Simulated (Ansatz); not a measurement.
## Cu-65 NMR of the central transition in Cu2O at a changed volume

Cell: a structure deposited in the COD, relaxed with PBE at fixed cell and then changed (volume scaled by 0.96, ions relaxed).

Space group Pn-3m:1 (No. 224); a = 4.2108 Å.

```
site  Wyckoff  site symmetry       x       y       z
  Cu       4b           .-3m  0.2500  0.2500  0.2500
   O       2a           -43m  0.0000  0.0000  0.0000
```

One atom of each set is listed.

Level of theory: DFT, PBE, plane waves and PAW, scalar-relativistic, 420 eV cutoff, Γ-centred 7×7×7 k-points, Fermi–Dirac smearing 0.02 eV (Ansatz 0.2.0).

Cu-65 has I = 3/2 and Q = -204.0 mb (Pyykkö 2018); at 9.4 T its Larmor frequency is ν₀ = 113.8 MHz. Only the quadrupole interaction is simulated: positions count from each site's isotropic chemical shift, and shift anisotropy, dipolar and J coupling are left out.

Simulated pattern of one Cu site (static powder, Gaussian broadening 20 kHz):

| offset (kHz) | height |
| --- | --- |
| -690.4 | 0 |
| -642.5 | 94 |
| -594.5 | 100 |
| -546.5 | 65 |
| -498.6 | 53 |
| -450.6 | 46 |
| -402.7 | 42 |
| -354.7 | 40 |
| -306.8 | 37 |
| -258.8 | 36 |
| -210.8 | 35 |
| -162.9 | 35 |
| -114.9 | 34 |
| -67.0 | 34 |
| -19.0 | 33 |
| 28.9 | 27 |
| 76.9 | 28 |
| 124.8 | 30 |
| 172.8 | 33 |
| 220.8 | 37 |
| 268.7 | 46 |
| 316.7 | 71 |
| 364.6 | 67 |
| 412.6 | 0 |

Question: Which |C_Q| and η does the pattern imply?

Answer: The pattern spans 992 kHz before broadening and its centre of gravity is at -191 kHz, which fixes P_Q; the places of the horns and steps fix η. That gives P_Q = 29.4 MHz, |C_Q| = 29.4 MHz and η = 0.00. The sign of C_Q can't be read from the pattern.

An axis of threefold or higher order runs through Cu, so V_zz lies along it and η is zero.

Semilocal functionals underestimate gradients at Cu(I) with two or three neighbours, in Cu₂O by a fifth to nearly a half. At this changed cell the PBE pressure is 8 GPa.

The relaxation (1 step) took 4.4 s of wall time (4.3 s of CPU time) and 0.43 GiB at its peak, on 1 thread of Intel Xeon 6975P-C (Granite Rapids) (x86_64; 16 cores open to the job, memory cap 3.0 GiB, no GPU), a shared host with a load of 0.5 a core.
